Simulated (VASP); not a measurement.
Wanted: the native input for a VASP 6.6.1 run.

| Property | Result |
| --- | --- |
| Task | single point |
| Functional | PBEsol |
| Potentials or basis | VASP PAW PBE potentials, release 64 (Hf_pv) |
| Cutoff | 520 eV |
| k mesh | 18 × 18 × 18 |
| Occupations | gaussian, width 0.15 eV |
| Spin | no spin polarisation |
| Dipole correction | no |
| Further INCAR settings | ALGO = Normal; EDIFF = 1e-06; NBANDS = 11 |

The structure of Hf lies in POSCAR:

```
Hf
1.0
    0.0000000000      2.2200000000      2.2200000000
    2.2311000000      0.0000000000      2.2200000000
    2.2311000000      2.2200000000      0.0000000000
Hf
1
Direct
    0.0000000000      0.0000000000      0.0000000000
```

This isn't the form of Hf at room conditions, which is hcp.

The cell isn't the ideal one: strain +0.0050 x Voigt [1, 0, 0, 0, 0, 0], atoms carried along.

These files were run (other wordings do the same):

INCAR

```
  PREC = Accurate
  ENCUT = 520
  EDIFF = 1E-6
  ISMEAR = 0
  SIGMA = 0.15
  LREAL = F
  LASPH = T
  NELM = 100
  ALGO = Normal
  ISIF = 2
  LWAVE = F
  LCHARG = F
  GGA = PS
  NBANDS = 11
```

KPOINTS

```
Automatic mesh
0
Gamma
  18 18 18
```

Potentials or basis: VASP PAW PBE potentials, release 64 (Hf_pv).

Run with:

```sh
$ cat potpaw_PBE.64/Hf_pv/POTCAR > POTCAR
$ mpirun -np 1 vasp_std > vasp.out
```

Results of the run:

The pressure is -2.4 GPa. The band gap on the k mesh is none (metal or under the smearing width).

Caveat: the PAW data sets were made with another functional, which shifts forces and pressure a little.

Wall time 34 s on 1 thread of Intel(R) Xeon(R) Platinum 8488C (Sapphire Rapids) (shared host), peak memory 0.23 GiB.
